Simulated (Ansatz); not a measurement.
A run of Ansatz 0.2.0 is set up as follows.

The input input.yaml:

```yaml
crystal:
  lattice:
    - [2.6205428149, 0.0, 0.0]
    - [-1.3102714075, 2.2694566494, 0.0]
    - [0.0, 0.0, 2.46635439]
  atoms:
    - { symbol: Si, position: [0.0, 0.0, 0.0] }
hamiltonian:
  xc: pbesol
  pseudopotentials: { kind: paw }
  dispersion: d4
kpoints:
  mp_grid: { grid: [12, 12, 11] }
scf:
  occupations: { method: fermi_dirac, width: 0.05 }
output:
  forces: true
  stress: true
  eigenvalues: true
relax:
  f_tol: 0.01
  max_steps: 40
  cell: { stress_tol: 0.05 }
```

Potentials or basis: Ansatz PAW.

Command:

```console
$ ansatz run input.yaml --threads 2 --pin off --max-ram 5632MiB --backend cpu --events-out ev --progress --plain --runs-dir out
```

Problem. Predict the relaxed volume.

Solution. 14.40 Å³/atom.

Problem. What does it give for the space group after relaxing (to 0.05 Å)?

Solution. P6/mmm (No. 191).

Problem. What does it give for the relaxed cell?

Solution. a = 2.593 Å, b = 2.593 Å, c = 2.473 Å, α = 90.00°, β = 90.00°, γ = 120.00°.

Problem. What does it give for the band gap on the k mesh?

Solution. None (metal or under the smearing width).

The path:
| step | energy change (eV) | largest force (eV/Å) | volume (Å³) |
| --- | --- | --- | --- |
| 1 | 0.0000 | 0.0000 | 14.67 |
| 2 | -0.0034 | 0.0000 | 14.46 |
| 3 | -0.0036 | 0.0000 | 14.40 |
| 4 | -0.0036 | 0.0000 | 14.40 |
| 5 | -0.0036 | 0.0000 | 14.40 |

Caveat: the plane-wave basis is chosen anew once the cell has moved, so the energies of steps on either side of that aren't comparable; pairwise dispersion overbinds metals, which lowers pressure and volume; the PAW data sets come from PBE, with cores solved anew for the run's functional, which leaves a small shift of forces and pressure.
